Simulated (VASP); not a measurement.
# KCl in VASP: one cell, several levels of theory

KCl in the zincblende structure, under -0.5 % strain along [111] alone is computed at one geometry. Runs: PBE, r2SCAN. This is a trial cell built on a prototype, not taken from a measured structure, and it needn't be the compound's ground state.

Code: VASP 6.6.1. PAW datasets, plane waves. All values are calculated for a non-magnetic cell, which may be hypothetical.

**1. Starting point**

The cell comes from an earlier relaxation with r2SCAN in another program, then strained, with the atoms relaxed again.

The symmetry is R3m (No. 160, trigonal); conventional cell a = 4.960 Å, c = 12.089 Å, 42.93 Å³ an atom. K has 4 Cl at 3.03 Å; Cl has 4 K at 3.03 Å.

As a file:

```
CELL_PARAMETERS angstrom
-0.01169 3.49559 3.49559
3.49559 -0.01169 3.49559
3.49559 3.49559 -0.01169
ATOMIC_POSITIONS crystal
K 0.99978 0.99978 0.99978
Cl 0.25022 0.25022 0.25022
```

**2. PBE**

File INCAR:

```
ENCUT = 520.000000
SIGMA = 0.020000
EDIFF = 1.00e-07
GGA = PE
PREC = Accurate
IBRION = -1
ISIF = 2
ISMEAR = -1
NBANDS = 15
NELM = 120
NSW = 0
LASPH = .TRUE.
LCHARG = .FALSE.
LWAVE = .FALSE.
LREAL = .FALSE.
```

File KPOINTS:

```
KPOINTS created by Atomic Simulation Environment
0
Gamma
6 6 6
0 0 0
```

File KPOINTS_OPT:

```
special points
7
Reciprocal
0.0000000000 0.0000000000 0.0000000000 1
-0.5000000000 -0.5000000000 0.0000000000 1
-0.3750000000 -0.3750000000 0.2500000000 1
-0.3750000000 0.0000000000 0.3750000000 1
0.0000000000 0.0000000000 0.5000000000 1
-0.5000000000 -0.2500000000 0.2500000000 1
0.0000000000 0.5000000000 0.5000000000 1
```

File POSCAR:

```
K  Cl
 1.0000000000000000
    -0.0116909428000000    3.4955918876999998    3.4955918876999998
     3.4955918876999998   -0.0116909428000000    3.4955918876999998
     3.4955918876999998    3.4955918876999998   -0.0116909428000000
 K   Cl
   1   1
Cartesian
 -0.0015126629294880 -0.0015126629294880 -0.0015126629294880
  1.7463858710794884  1.7463858710794884  1.7463858710794884
```

The run uses the recommended PBE PAW datasets (16 valence electrons a neutral cell).

The run is started by

```sh
> mpirun -np 1 vasp_std
```

Standard output, without the iteration lines:

```text
POSCAR found type information on POSCAR K Cl
 POSCAR found :  2 types and       2 ions
 LDA part: xc-table for (Slater+PW92), standard interpolation
 POSCAR, INCAR and KPOINTS ok, starting setup
 FFT: planning ... GRIDC
 FFT: planning ... GRID_SOFT
 FFT: planning ... GRID
 WAVECAR not read
 entering main loop
 Start KPOINTS_OPT (optional k-point list driver)
k-point batch [1-7\7]
```

OSZICAR:

```text
N       E                     dE             d eps       ncg     rms          rms(c)
DAV:   1     0.102812348126E+03    0.10281E+03   -0.66712E+03   960   0.913E+02
DAV:   2     0.942298286054E+00   -0.10187E+03   -0.93516E+02  1284   0.223E+02
DAV:   3    -0.679260831267E+01   -0.77349E+01   -0.76935E+01  1331   0.552E+01
DAV:   4    -0.709772668238E+01   -0.30512E+00   -0.30503E+00  1570   0.100E+01
DAV:   5    -0.709956664914E+01   -0.18400E-02   -0.18399E-02  1359   0.895E-01    0.350E+00
DAV:   6    -0.663088311875E+01    0.46868E+00   -0.70204E-01  1240   0.375E+00    0.272E+00
DAV:   7    -0.658955080490E+01    0.41332E-01   -0.18839E-01  1331   0.213E+00    0.165E+00
DAV:   8    -0.661286729138E+01   -0.23316E-01   -0.29968E-02  1231   0.116E+00    0.315E-01
DAV:   9    -0.661489270458E+01   -0.20254E-02   -0.21225E-03  1247   0.246E-01    0.168E-01
DAV:  10    -0.661757401519E+01   -0.26813E-02   -0.18934E-03   960   0.265E-01    0.334E-02
DAV:  11    -0.661761168961E+01   -0.37674E-04   -0.60941E-05  1209   0.525E-02    0.764E-03
DAV:  12    -0.661762333066E+01   -0.11641E-04   -0.10419E-05   988   0.263E-02    0.806E-03
DAV:  13    -0.661762387779E+01   -0.54713E-06   -0.18497E-06  1345   0.101E-02    0.211E-03
DAV:  14    -0.661762387473E+01    0.30666E-08   -0.14077E-07  1029   0.283E-03
   1 F= -.66176239E+01 E0= -.66176239E+01  d E =-.319126E-10
       N       E                     dE             ncg
DAV:   1     0.943159432241E+02   -0.36692E+04      210
DAV:   2    -0.582707683907E+03   -0.67702E+03      273
DAV:   3    -0.631169444956E+03   -0.48462E+02      301
DAV:   4    -0.633665352472E+03   -0.24959E+01      345
DAV:   5    -0.633680738410E+03   -0.15386E-01      294
DAV:   6    -0.633681146267E+03   -0.40786E-03      314
DAV:   7    -0.633681150150E+03   -0.38830E-05      302
DAV:   8    -0.633681150326E+03   -0.17641E-06      298
DAV:   9    -0.633681150328E+03   -0.21355E-08      238
```

The lines after F= are the extra pass for the points of KPOINTS_OPT, at fixed density; their E is not a total energy.

Parts of OUTCAR:

```text
k-points           NKPTS =     32   k-points in BZ     NKDIM =     32   number of bands    NBANDS=     15

   NELECT =      16.0000    total number of electrons

   dimension x,y,z NGX =    40 NGY =   40 NGZ =   40
   dimension x,y,z NGXF=    80 NGYF=   80 NGZF=   80

  energy-cutoff  :      520.00
  volume of cell :       85.85
      direct lattice vectors                 reciprocal lattice vectors
    -0.011690943  3.495591888  3.495591888    -0.142321707  0.142799297  0.142799297
     3.495591888 -0.011690943  3.495591888     0.142799297 -0.142321707  0.142799297
     3.495591888  3.495591888 -0.011690943     0.142799297  0.142799297 -0.142321707

 k-points in reciprocal lattice and weights: KPOINTS created by Atomic Simulation Env
   0.00000000  0.00000000  0.00000000       0.005
   0.16666667  0.00000000  0.00000000       0.028
   0.33333333  0.00000000  0.00000000       0.028
   0.50000000  0.00000000  0.00000000       0.014
   0.16666667  0.16666667  0.00000000       0.028
   0.33333333  0.16666667  0.00000000       0.056
   0.50000000  0.16666667  0.00000000       0.056
  -0.33333333  0.16666667  0.00000000       0.056
[... 24 more k-points ...]

 E-fermi :  -2.7195

 k-point     1 :       0.0000    0.0000    0.0000
  band No.  band energies     occupation
      1     -30.4278      2.00000
      2     -14.9455      2.00000
      3     -13.9249      2.00000
      4     -13.9245      2.00000
      5     -13.9245      2.00000
      6      -3.2393      2.00000
      7      -3.2393      2.00000
      8      -3.2339      2.00000
      9       1.5870      0.00000
     10       6.1797      0.00000
     11       6.1797      0.00000
     12       7.1831      0.00000
     13       7.1831      0.00000
     14       7.1839      0.00000
     15       8.2395      0.00000

 k-point     2 :       0.1667    0.0000    0.0000
  band No.  band energies     occupation
      1     -30.4271      2.00000
      2     -14.9990      2.00000
      3     -13.9275      2.00000
      4     -13.9271      2.00000
      5     -13.8659      2.00000
      6      -3.3340      2.00000
      7      -3.2312      2.00000
      8      -3.2269      2.00000
      9       2.0183      0.00000
     10       5.9079      0.00000
     11       5.9205      0.00000
     12       6.8389      0.00000
     13       7.4279      0.00000
     14       7.5724      0.00000
     15       7.5825      0.00000

 k-point     3 :       0.3333    0.0000    0.0000
  band No.  band energies     occupation
      1     -30.4256      2.00000
      2     -15.0912      2.00000
      3     -13.9329      2.00000
      4     -13.9323      2.00000
      5     -13.7643      2.00000
      6      -3.4838      2.00000
      7      -3.2156      2.00000
      8      -3.2124      2.00000
      9       3.0152      0.00000
     10       5.4798      0.00000
     11       5.7372      0.00000
     12       5.7678      0.00000
     13       7.3339      0.00000
     14       7.4282      0.00000
     15       7.4560      0.00000

 k-point     4 :       0.5000    0.0000    0.0000
  band No.  band energies     occupation
      1     -30.4249      2.00000
      2     -15.1318      2.00000
      3     -13.9355      2.00000
      4     -13.9349      2.00000
      5     -13.7193      2.00000
      6      -3.5426      2.00000
      7      -3.2082      2.00000
      8      -3.2056      2.00000
      9       4.0912      0.00000
     10       4.2303      0.00000
     11       5.7464      0.00000
     12       5.7880      0.00000
     13       7.2115      0.00000
     14       7.2312      0.00000
     15       7.8576      0.00000

 k-point     5 :       0.1667    0.1667    0.0000
  band No.  band energies     occupation
      1     -30.4268      2.00000
      2     -15.0153      2.00000
      3     -13.9312      2.00000
      4     -13.9310      2.00000
      5     -13.8421      2.00000
      6      -3.3586      2.00000
      7      -3.2304      2.00000
      8      -3.2267      2.00000
      9       2.1599      0.00000
     10       5.2995      0.00000
     11       6.4181      0.00000
     12       7.2016      0.00000
     13       7.3966      0.00000
     14       7.4012      0.00000
     15       7.8650      0.00000

 k-point     6 :       0.3333    0.1667    0.0000
  band No.  band energies     occupation
      1     -30.4256      2.00000
      2     -15.0901      2.00000
      3     -13.9390      2.00000
      4     -13.9371      2.00000
      5     -13.7542      2.00000
      6      -3.4645      2.00000
      7      -3.2343      2.00000
      8      -3.2142      2.00000
      9       2.9366      0.00000
     10       4.8964      0.00000
     11       6.2155      0.00000
     12       6.3511      0.00000
     13       7.4057      0.00000
     14       7.4242      0.00000
     15       7.7502      0.00000

 k-point     7 :       0.5000    0.1667    0.0000
  band No.  band energies     occupation
      1     -30.4246      2.00000
      2     -15.1428      2.00000
      3     -13.9488      2.00000
      4     -13.9392      2.00000
      5     -13.6908      2.00000
      6      -3.5065      2.00000
      7      -3.2627      2.00000
      8      -3.2037      2.00000
      9       3.8251      0.00000
     10       4.5094      0.00000
     11       5.6333      0.00000
     12       6.0192      0.00000
     13       7.3449      0.00000
     14       7.5889      0.00000
     15       7.8107      0.00000

 k-point     8 :      -0.3333    0.1667    0.0000
  band No.  band energies     occupation
      1     -30.4249      2.00000
      2     -15.1300      2.00000
      3     -13.9502      2.00000
      4     -13.9354      2.00000
      5     -13.7057      2.00000
      6      -3.4817      2.00000
      7      -3.2736      2.00000
      8      -3.2046      2.00000
      9       3.5437      0.00000
     10       4.9002      0.00000
     11       5.6330      0.00000
     12       5.7716      0.00000
     13       7.5572      0.00000
     14       7.6061      0.00000
     15       7.6706      0.00000

[... the tables of k-points 9 to 32 left out ...]

  Total        0.1912692      0.1912692      0.1912692      0.0110305      0.0110305      0.0110305
  in kB        3.5693585      3.5693585      3.5693585      0.2058458      0.2058458      0.2058458
  external PRESSURE =       3.5693585 kB  Pullay stress =       0.0000000 kB

 POSITION                                       TOTAL-FORCE (eV/Angst)
 -----------------------------------------------------------------------------------
      6.97798      6.97798      6.97798        -0.003872     -0.003872     -0.003872
      1.74639      1.74639      1.74639         0.003872      0.003872      0.003872
 -----------------------------------------------------------------------------------
    total drift:                               -0.000028     -0.000028     -0.000028

  FREE ENERGIE OF THE ION-ELECTRON SYSTEM (eV)
  ---------------------------------------------------
  free  energy   TOTEN  =        -6.6176238747 eV

  energy  without entropy=       -6.6176238747  energy(sigma->0) =       -6.61762387
```

It took 70 s on 1 MPI rank of Intel Xeon Platinum 8488C, shared host; peak memory 0.25 GiB.

The levels at the points of KPOINTS_OPT are read from vasprun.xml.

Band energies at the special points (eV, zero at the top of v, the last band that the electrons fill by count):

```tsv
point	v−1	v	c	c+1
Γ	-0.04	-0.04	4.78	9.38
X	0.00	0.00	6.69	7.70
U	-0.11	0.00	6.88	7.74
K	-0.11	0.00	6.88	7.74
L	-0.01	-0.01	7.29	7.43
W	-0.18	-0.01	6.89	7.69
```

Gap with PBE: 4.78 eV, valence top at X, conduction bottom at Γ. Least direct gap: 4.82 eV. Pressure: 0.36 GPa; the forces vanish within 0.01 eV/Å.

(Part 1 of 2 ends here.)
